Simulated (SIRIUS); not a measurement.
# ZnO (zincite) (P6_3mc) in SIRIUS: further runs, part 2 of 2

SIRIUS 7.12.0.

**4. Band structure, RPBE**

Contents of sirius.json:

```json
{
  "control": {
    "processing_unit": "cpu",
    "std_evp_solver_name": "lapack",
    "gen_evp_solver_name": "lapack",
    "verbosity": 2,
    "print_forces": true,
    "ortho_rf": true,
    "use_second_variation": true,
    "rmt_max": 3.0,
    "num_bands_to_print": 24,
    "save_wf": true
  },
  "parameters": {
    "electronic_structure_method": "full_potential_lapwlo",
    "xc_functionals": ["XC_GGA_X_RPBE", "XC_GGA_C_PBE"],
    "core_relativity": "dirac",
    "valence_relativity": "iora",
    "num_fv_states": 35,
    "smearing": "fermi_dirac",
    "smearing_width": 0.0018374661,
    "pw_cutoff": 26,
    "gk_cutoff": 4.93,
    "lmax_apw": 12,
    "lmax_rho": 8,
    "lmax_pot": 8,
    "num_mag_dims": 0,
    "auto_rmt": 0,
    "ngridk": [6, 6, 3],
    "shiftk": [0, 0, 0],
    "num_dft_iter": 80,
    "energy_tol": 1e-07,
    "density_tol": 1e-05,
    "use_symmetry": true
  },
  "settings": {"tol_ne": 1e-10},
  "iterative_solver": {"type": "exact"},
  "mixer": {"type": "anderson", "beta": 0.5, "max_history": 8},
  "unit_cell": {
    "lattice_vectors": [[6.1403022146, 0.0, 0.0], [-3.0701511073, 5.3176577047, 0.0], [0.0, 0.0, 9.8373642945]],
    "atom_types": ["O", "Zn"],
    "atom_files": {"O": "O.json", "Zn": "Zn.json"},
    "atoms": {
      "O": [[0.3333333333, 0.6666666667, 0.87901], [0.6666666667, 0.3333333333, 0.37901]],
      "Zn": [[0.6666666667, 0.3333333333, 0.0], [0.3333333333, 0.6666666667, 0.5]]
    }
  }
}
```

Contents of O.json:

```json
{
  "name": "oxygen",
  "symbol": "O",
  "number": 8,
  "mass": 15.9994,
  "rmin": 1e-06,
  "rmt": 1.46,
  "nrmt": 800,
  "rinf": 11.55,
  "core": "1s",
  "valence": [
    {"basis": [{"enu": -0.06, "dme": 0, "n": 0, "auto": 0}, {"enu": -0.06, "dme": 1, "n": 0, "auto": 0}]},
    {"l": 0, "n": 1, "basis": [{"enu": -0.1771, "dme": 0, "n": 0, "auto": 0}]},
    {"l": 1, "n": 2, "basis": [{"enu": 0.04, "dme": 0, "n": 0, "auto": 0}]},
    {"l": 2, "n": 3, "basis": [{"enu": 0.04, "dme": 0, "n": 0, "auto": 0}]},
    {"l": 3, "n": 4, "basis": [{"enu": 0.04, "dme": 0, "n": 0, "auto": 0}]}
  ],
  "lo": [
    {
      "l": 0,
      "basis": [{"enu": -0.1771, "dme": 0, "n": 0, "auto": 0}, {"enu": -0.1771, "dme": 1, "n": 0, "auto": 0}]
    },
    {
      "l": 0,
      "basis": [{"enu": -0.1771, "dme": 1, "n": 0, "auto": 0}, {"enu": -0.1771, "dme": 2, "n": 0, "auto": 0}]
    },
    {
      "l": 0,
      "basis": [{"enu": -0.1771, "dme": 0, "n": 0, "auto": 0}, {"enu": 5.4524, "dme": 0, "n": 0, "auto": 0}]
    },
    {"l": 1, "basis": [{"enu": 0.04, "dme": 0, "n": 0, "auto": 0}, {"enu": 0.04, "dme": 1, "n": 0, "auto": 0}]},
    {"l": 1, "basis": [{"enu": 0.04, "dme": 1, "n": 0, "auto": 0}, {"enu": 0.04, "dme": 2, "n": 0, "auto": 0}]},
    {"l": 1, "basis": [{"enu": 0.04, "dme": 0, "n": 0, "auto": 0}, {"enu": 6.514, "dme": 0, "n": 0, "auto": 0}]},
    {"l": 2, "basis": [{"enu": 0.04, "dme": 0, "n": 0, "auto": 0}, {"enu": 0.04, "dme": 1, "n": 0, "auto": 0}]},
    {"l": 2, "basis": [{"enu": 0.04, "dme": 1, "n": 0, "auto": 0}, {"enu": 0.04, "dme": 2, "n": 0, "auto": 0}]},
    {"l": 2, "basis": [{"enu": 0.04, "dme": 0, "n": 0, "auto": 0}, {"enu": 7.3584, "dme": 0, "n": 0, "auto": 0}]},
    {"l": 3, "basis": [{"enu": 0.04, "dme": 0, "n": 0, "auto": 0}, {"enu": 0.04, "dme": 1, "n": 0, "auto": 0}]}
  ],
  "free_atom": [... radial grid and density of the free atom, the start of the SCF ...]
}
```

Contents of Zn.json:

```json
{
  "name": "zinc",
  "symbol": "Zn",
  "number": 30,
  "mass": 65.38,
  "rmin": 1e-06,
  "rmt": 2.2,
  "nrmt": 800,
  "rinf": 14.28,
  "core": "1s2s2p",
  "valence": [
    {"basis": [{"enu": -0.06, "dme": 0, "n": 0, "auto": 0}, {"enu": -0.06, "dme": 1, "n": 0, "auto": 0}]},
    {"l": 0, "n": 1, "basis": [{"enu": 0.04, "dme": 0, "n": 0, "auto": 0}]},
    {"l": 1, "n": 2, "basis": [{"enu": 0.04, "dme": 0, "n": 0, "auto": 0}]},
    {"l": 2, "n": 3, "basis": [{"enu": 0.012, "dme": 0, "n": 0, "auto": 0}]},
    {"l": 3, "n": 4, "basis": [{"enu": 0.04, "dme": 0, "n": 0, "auto": 0}]}
  ],
  "lo": [
    {"l": 0, "basis": [{"enu": 0.04, "dme": 0, "n": 0, "auto": 0}, {"enu": 0.04, "dme": 1, "n": 0, "auto": 0}]},
    {
      "l": 0,
      "basis": [{"enu": -4.4469, "dme": 0, "n": 3, "auto": 1}, {"enu": -4.4469, "dme": 1, "n": 3, "auto": 1}]
    },
    {
      "l": 0,
      "basis": [{"enu": -4.4469, "dme": 1, "n": 3, "auto": 1}, {"enu": 0.04, "dme": 0, "n": 0, "auto": 0}]
    },
    {"l": 0, "basis": [{"enu": 0.04, "dme": 0, "n": 0, "auto": 0}, {"enu": 3.3458, "dme": 0, "n": 0, "auto": 0}]},
    {"l": 1, "basis": [{"enu": 0.04, "dme": 0, "n": 0, "auto": 0}, {"enu": 0.04, "dme": 1, "n": 0, "auto": 0}]},
    {
      "l": 1,
      "basis": [{"enu": -2.7879, "dme": 0, "n": 3, "auto": 1}, {"enu": -2.7879, "dme": 1, "n": 3, "auto": 1}]
    },
    {
      "l": 1,
      "basis": [{"enu": -2.7879, "dme": 1, "n": 3, "auto": 1}, {"enu": 0.04, "dme": 0, "n": 0, "auto": 0}]
    },
    {"l": 1, "basis": [{"enu": 0.04, "dme": 0, "n": 0, "auto": 0}, {"enu": 3.8417, "dme": 0, "n": 0, "auto": 0}]},
    {"l": 2, "basis": [{"enu": 0.012, "dme": 0, "n": 0, "auto": 0}, {"enu": 0.012, "dme": 1, "n": 0, "auto": 0}]},
    {"l": 2, "basis": [{"enu": 0.012, "dme": 1, "n": 0, "auto": 0}, {"enu": 0.012, "dme": 2, "n": 0, "auto": 0}]},
    {
      "l": 2,
      "basis": [{"enu": 0.012, "dme": 0, "n": 0, "auto": 0}, {"enu": 3.2351, "dme": 0, "n": 0, "auto": 0}]
    },
    {"l": 3, "basis": [{"enu": 0.04, "dme": 0, "n": 0, "auto": 0}, {"enu": 0.04, "dme": 1, "n": 0, "auto": 0}]},
    {"l": 3, "basis": [{"enu": 0.04, "dme": 0, "n": 0, "auto": 0}, {"enu": 3.635, "dme": 0, "n": 0, "auto": 0}]}
  ],
  "free_atom": [... radial grid and density of the free atom, the start of the SCF ...]
}
```

Contents of sirius_start.json:

```json
{
  "control": {
    "processing_unit": "cpu",
    "std_evp_solver_name": "lapack",
    "gen_evp_solver_name": "lapack",
    "verbosity": 1,
    "print_forces": false,
    "ortho_rf": true,
    "use_second_variation": true,
    "rmt_max": 3.0,
    "num_bands_to_print": 24,
    "save_wf": false
  },
  "parameters": {
    "electronic_structure_method": "full_potential_lapwlo",
    "xc_functionals": ["XC_LDA_X", "XC_LDA_C_PW"],
    "core_relativity": "dirac",
    "valence_relativity": "iora",
    "num_fv_states": 35,
    "smearing": "fermi_dirac",
    "smearing_width": 0.0055123983,
    "pw_cutoff": 26,
    "gk_cutoff": 3.95,
    "lmax_apw": 12,
    "lmax_rho": 8,
    "lmax_pot": 8,
    "num_mag_dims": 0,
    "auto_rmt": 0,
    "ngridk": [2, 2, 1],
    "shiftk": [0, 0, 0],
    "num_dft_iter": 30,
    "energy_tol": 0.01,
    "density_tol": 0.05,
    "use_symmetry": true
  },
  "settings": {"tol_ne": 1e-10},
  "iterative_solver": {"type": "exact"},
  "mixer": {"type": "anderson", "beta": 0.5, "max_history": 8},
  "unit_cell": {
    "lattice_vectors": [[6.1403022146, 0.0, 0.0], [-3.0701511073, 5.3176577047, 0.0], [0.0, 0.0, 9.8373642945]],
    "atom_types": ["O", "Zn"],
    "atom_files": {"O": "O.json", "Zn": "Zn.json"},
    "atoms": {
      "O": [[0.3333333333, 0.6666666667, 0.87901], [0.6666666667, 0.3333333333, 0.37901]],
      "Zn": [[0.6666666667, 0.3333333333, 0.0], [0.3333333333, 0.6666666667, 0.5]]
    }
  }
}
```

Contents of sirius_bands.json:

```json
{
  "control": {
    "processing_unit": "cpu",
    "std_evp_solver_name": "lapack",
    "gen_evp_solver_name": "lapack",
    "verbosity": 2,
    "print_forces": true,
    "ortho_rf": true,
    "use_second_variation": true,
    "rmt_max": 3.0,
    "num_bands_to_print": 24,
    "save_wf": true
  },
  "parameters": {
    "electronic_structure_method": "full_potential_lapwlo",
    "xc_functionals": ["XC_GGA_X_RPBE", "XC_GGA_C_PBE"],
    "core_relativity": "dirac",
    "valence_relativity": "iora",
    "num_fv_states": 35,
    "smearing": "fermi_dirac",
    "smearing_width": 0.0018374661,
    "pw_cutoff": 26,
    "gk_cutoff": 4.93,
    "lmax_apw": 12,
    "lmax_rho": 8,
    "lmax_pot": 8,
    "num_mag_dims": 0,
    "auto_rmt": 0,
    "ngridk": [6, 6, 3],
    "shiftk": [0, 0, 0],
    "num_dft_iter": 80,
    "energy_tol": 1e-07,
    "density_tol": 1e-05,
    "use_symmetry": true
  },
  "settings": {"tol_ne": 1e-10},
  "iterative_solver": {"type": "exact"},
  "mixer": {"type": "anderson", "beta": 0.5, "max_history": 8},
  "unit_cell": {
    "lattice_vectors": [[6.1403022146, 0.0, 0.0], [-3.0701511073, 5.3176577047, 0.0], [0.0, 0.0, 9.8373642945]],
    "atom_types": ["O", "Zn"],
    "atom_files": {"O": "O.json", "Zn": "Zn.json"},
    "atoms": {
      "O": [[0.3333333333, 0.6666666667, 0.87901], [0.6666666667, 0.3333333333, 0.37901]],
      "Zn": [[0.6666666667, 0.3333333333, 0.0], [0.3333333333, 0.6666666667, 0.5]]
    }
  },
  "kpoints_rel": {
    "G": [0.0, 0.0, 0.0],
    "A": [0.0, 0.0, 0.5],
    "H": [0.3333333333, 0.3333333333, 0.5],
    "K": [0.3333333333, 0.3333333333, 0.0],
    "L": [0.5, 0.0, 0.5],
    "M": [0.5, 0.0, 0.0]
  },
  "kpoints_path": ["G", "M", "K", "G", "A", "L", "H", "A"]
}
```

Run with:

```
$ OMP_NUM_THREADS=1 sirius.scf --input=sirius_start.json --output=start.json
$ OMP_NUM_THREADS=1 sirius.scf --input=sirius.json --output=output.json --task=1
$ OMP_NUM_THREADS=1 sirius.scf --input=sirius_bands.json --output=bands_out.json --task=2
```

Wall time 6 min (1 thread of Arm Neoverse V1, shared host); peak memory 0.82 GiB.

It converged, with:

```yaml
Free_energy: -101861.3657 eV
Largest_force: 0.082 eV/Å
Band_gap_on_the_k_mesh: 0.94 eV, direct
Band_gap_along_the_path: 0.94 eV, direct
All_electrons_inside_the_program's_atomic_spheres: Zn 28.62; O 6.71 (radii O 1.46, Zn 2.2 bohr)
```

Forces on the atoms (eV/Å):
```
Zn   0.000  0.000 -0.082
Zn   0.000  0.000 -0.082
O    0.000  0.000  0.079
O    0.000  0.000  0.079
```

Levels at the corners of the path, in eV from the valence-band top:
```tsv
point	band 23	band 24	band 25	band 26	band 27	band 28	band 29	band 30
Γ	-0.80	-0.07	0.00	0.00	0.94	5.37	8.42	13.00
M	-2.80	-2.26	-1.26	-0.82	5.91	7.04	7.78	8.62
K	-3.50	-1.90	-1.90	-1.68	7.82	7.82	7.86	8.31
Γ	-0.80	-0.07	0.00	0.00	0.94	5.37	8.42	13.00
A	-0.40	-0.40	-0.40	-0.40	3.59	3.59	10.28	10.28
L	-1.49	-1.49	-1.34	-1.34	5.88	5.88	8.57	8.57
H	-2.65	-2.65	-1.22	-1.22	8.16	8.16	8.17	8.17
A	-0.40	-0.40	-0.40	-0.40	3.59	3.59	10.28	10.28
```

**5. Band structure, BLYP**

Changes to sirius.json since step 4:

```diff
@@ -15,3 +15,3 @@
     "electronic_structure_method": "full_potential_lapwlo",
-    "xc_functionals": ["XC_GGA_X_RPBE", "XC_GGA_C_PBE"],
+    "xc_functionals": ["XC_GGA_X_B88", "XC_GGA_C_LYP"],
     "core_relativity": "dirac",
```

O.json is that of step 4.

Zn.json is that of step 4.

sirius_start.json is that of step 4.

Changes to sirius_bands.json since step 4:

```diff
@@ -15,3 +15,3 @@
     "electronic_structure_method": "full_potential_lapwlo",
-    "xc_functionals": ["XC_GGA_X_RPBE", "XC_GGA_C_PBE"],
+    "xc_functionals": ["XC_GGA_X_B88", "XC_GGA_C_LYP"],
     "core_relativity": "dirac",
```

Run with:

```
$ OMP_NUM_THREADS=1 sirius.scf --input=sirius_start.json --output=start.json
$ OMP_NUM_THREADS=1 sirius.scf --input=sirius.json --output=output.json --task=1
$ OMP_NUM_THREADS=1 sirius.scf --input=sirius_bands.json --output=bands_out.json --task=2
```

Wall time 5.7 min (1 thread of Arm Neoverse V1, shared host); peak memory 0.82 GiB.

Results (log left out):

| Quantity | Value |
| --- | --- |
| Free energy | -101870.1564 eV |
| Largest force | 0.076 eV/Å |
| Band gap on the k mesh | 0.97 eV, direct |
| Band gap along the path | 0.97 eV, direct |
| All electrons inside the program's atomic spheres | Zn 28.63; O 6.72 (radii O 1.46, Zn 2.2 bohr) |

Forces on the atoms (eV/Å):
```
Zn   0.000  0.000 -0.070
Zn   0.000  0.000 -0.070
O    0.000  0.000  0.076
O    0.000  0.000  0.076
```

Levels at the corners of the path, in eV from the valence-band top:
```csv
point,band 22,band 23,band 24,band 25,band 26,band 27,band 28,band 29,band 30,band 31
Γ,-0.80,-0.80,-0.07,0.00,0.00,0.97,5.29,8.45,12.91,12.91
M,-3.52,-2.81,-2.25,-1.26,-0.82,5.85,7.11,7.84,8.46,10.79
K,-3.55,-3.55,-1.89,-1.89,-1.68,7.71,7.71,7.96,8.38,10.95
Γ,-0.80,-0.80,-0.07,0.00,0.00,0.97,5.29,8.45,12.91,12.91
A,-2.23,-0.40,-0.40,-0.40,-0.40,3.59,3.59,10.25,10.25,13.20
L,-3.79,-1.49,-1.49,-1.34,-1.34,5.91,5.91,8.48,8.48,11.50
H,-3.73,-2.65,-2.65,-1.21,-1.21,8.09,8.09,8.25,8.25,8.91
A,-2.23,-0.40,-0.40,-0.40,-0.40,3.59,3.59,10.25,10.25,13.20
```

**6. Summary**

| level | gap on the mesh (eV) | largest force (eV/Å) |
| --- | --- | --- |
| PW91 | 0.84 | 0.07 |
| revPBE | 0.91 | 0.08 |
| RPBE | 0.94 | 0.08 |
| BLYP | 0.97 | 0.08 |

Alike in all rows: task band structure; potentials or basis all-electron FP-LAPW, apw+lo standard; no spin polarisation; cell as given; k mesh 6 × 6 × 3; cutoff (eV) 331; smearing fermi-dirac 0.05 eV.

On the cell as given the gap runs from 0.84 eV (PW91) to 0.97 eV (BLYP).

Compare energies only between runs with the same functional and basis.

**7. Comparison with measurements**

Step 2. Against the measured gap of ZnO, 3.37 eV (quoted in “Electronic structure of alkaline earth and post-transition metal oxides”, 2009, arxiv:0908.1581), the calculated 0.84 eV is off by -2.53 eV. So large a miss can be the level of theory's own, or it may mean another phase, state or a wrong row. The value is that of PW91, without temperature or zero-point motion. Semilocal functionals fall short of measured gaps as a rule.

Step 3. A measured gap of ZnO is 3.37 eV (quoted in “Electronic structure of alkaline earth and post-transition metal oxides”, 2009, arxiv:0908.1581); the calculated 0.91 eV misses it by -2.46 eV. So large a miss can be the level of theory's own, or it may mean another phase, state or a wrong row. The value is that of revPBE, without temperature or zero-point motion. Semilocal functionals fall short of measured gaps as a rule.

Step 4. Against the measured gap of ZnO, 3.37 eV (quoted in “Electronic structure of alkaline earth and post-transition metal oxides”, 2009, arxiv:0908.1581), the calculated 0.94 eV is off by -2.43 eV. So large a miss can be the level of theory's own, or it may mean another phase, state or a wrong row. The value is that of RPBE, without temperature or zero-point motion. Semilocal functionals fall short of measured gaps as a rule.

Step 5. Against the measured gap of ZnO, 3.37 eV (quoted in “Electronic structure of alkaline earth and post-transition metal oxides”, 2009, arxiv:0908.1581), the calculated 0.97 eV is off by -2.40 eV. So large a miss can be the level of theory's own, or it may mean another phase, state or a wrong row. The value is that of BLYP, without temperature or zero-point motion. Semilocal functionals fall short of measured gaps as a rule.
